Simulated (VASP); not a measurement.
TaN:

```
CELL_PARAMETERS angstrom
2.92177 0.00000 0.00000
-1.46088 2.53033 0.00000
0.00000 0.00000 5.91652
ATOMIC_POSITIONS crystal
Ta 0.00000 0.00000 0.50000
Ta 0.00000 0.00000 0.00000
N 0.33333 0.66667 0.25000
N 0.66667 0.33333 0.75000
```

The cell comes from a database or a generator and needn't be the stable form of this composition.

Base run:

| Item | Value |
| --- | --- |
| Program | VASP 6.6.1 |
| Functional | r2SCAN |
| Potentials or basis | VASP PAW PBE potentials, release 64 (Ta_pv, N) |
| Cutoff | 520 eV |
| k mesh | 10 × 10 × 5 |
| Occupations | fermi-dirac, width 0.05 eV |
| Spin | no spin polarisation |

Its results: pressure -4.3 GPa.

Question: The run is repeated on the same cell with these changes: functional from r2SCAN to SCAN; further incar settings from ALGO = Normal; EDIFF = 1e-06 to ALGO = Normal; EDIFF = 1e-07. What comes out?

Answer: Pressure -8.7 GPa.

Caveats: the PAW data sets were made with another functional, which shifts forces and pressure a little.
